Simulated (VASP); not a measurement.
A run of VASP 6.6.1 is set up as follows.

File INCAR:

```
SYSTEM = H3C2N
ALGO = Normal
EDIFF = 1E-6
ENCUT = 520
GGA = PE
ISIF = 2
ISMEAR = -1
IVDW = 12
LASPH = .TRUE.
LCHARG = .FALSE.
LREAL = Auto
LWAVE = .FALSE.
NBANDS = 72
NELM = 100
PREC = Accurate
SIGMA = 0.02
```

The input KPOINTS:

```
k-points
0
G
  1 1 1
  0 0 0
```

Contents of POSCAR:

```
H3C2N
1.0
    8.0517480000      0.0000000000      0.0000000000
    0.0000000000      8.0517480000      0.0000000000
    0.0000000000      0.0000000000      8.0517480000
C N H
12 6 18
Direct
    0.3040085209      0.5138635735      0.3759556310
    0.2575465601      0.4820692352      0.5477940939
    0.9614558230      0.7881766792      0.8920795832
    0.9391128485      0.7211477557      1.0605274780
    0.5440557752      0.9608845185      0.3565436971
    0.5821220436      1.1055611775      0.2542429296
    0.5113796408      0.6539946357      0.8706184048
    0.3907722894      0.7412551908      0.9711679998
    0.0650914559      0.1378831031      0.2449902804
    0.0171763945      0.0907629002      0.4099979284
    0.7821407227      0.4802311250      0.5271898723
    0.6640669827      0.3554880257      0.5903438607
    0.2088863188      0.4874717887      0.6846339453
    0.9143977184      0.6542306093      1.1862144717
    0.6259634554      1.2127304531      0.1695035662
    0.2987798426      0.7966468896      1.0714940408
    0.0135125938      0.0638122306      0.5527122806
    0.5649083901      0.2558947448      0.6240135682
    0.3904369585      0.6212191440      0.3699693532
    0.3663800705      0.4088056407      0.3111374077
    0.1925047828      0.5471358517      0.3000714876
    1.0474247331      0.9038906831      0.8776851933
    1.0166363875      0.6842116768      0.8210142692
    0.8307388656      0.8234609429      0.8366754648
    0.4145683645      0.9124726705      0.3293322146
    0.6297017741      0.8585837510      0.3072997317
    0.5752415500      0.9993978947      0.4781197822
    0.5161860505      0.7119572048      0.7390569104
    0.6456983005      0.6642035990      0.9273638470
    0.4930978963      0.5204956737      0.8695875728
    0.1612817490      0.2272177420      0.2543919656
    0.1073679902      0.0362902565      0.1698140578
   -0.0499767256      0.1943304733      0.1871643275
    0.7198809501      0.5964667548      0.5582638702
    0.9036919685      0.4665819149      0.5807310413
    0.7838422166      0.4651288143      0.3846990740
```

Potentials or basis: VASP PAW PBE potentials, release 64 (C, N, H).

The run is started by

```bash
$ cat potpaw_PBE.64/C/POTCAR potpaw_PBE.64/N/POTCAR potpaw_PBE.64/H/POTCAR > POTCAR
$ mpirun -np 1 vasp_gam > vasp.out
```

**Question.** Estimate the band gap on the k mesh.

**Answer.** 6.22 eV, direct.

**Question.** Estimate the pressure.

**Answer.** -1.5 GPa.

**Question.** Estimate the largest force.

**Answer.** 2.880 eV/Å.

**Question.** What does it give for the dispersion energy per atom?

**Answer.** -0.045 eV.

Stress tensor (GPa, compression positive):
```
-2.35  0.72 -0.04
 0.72 -0.78  0.06
-0.04  0.06 -1.39
```

Caveat: the standard files for N, O and F lose accuracy on very short bonds. PBE gaps usually lie below the measured ones, often by a third to a half.
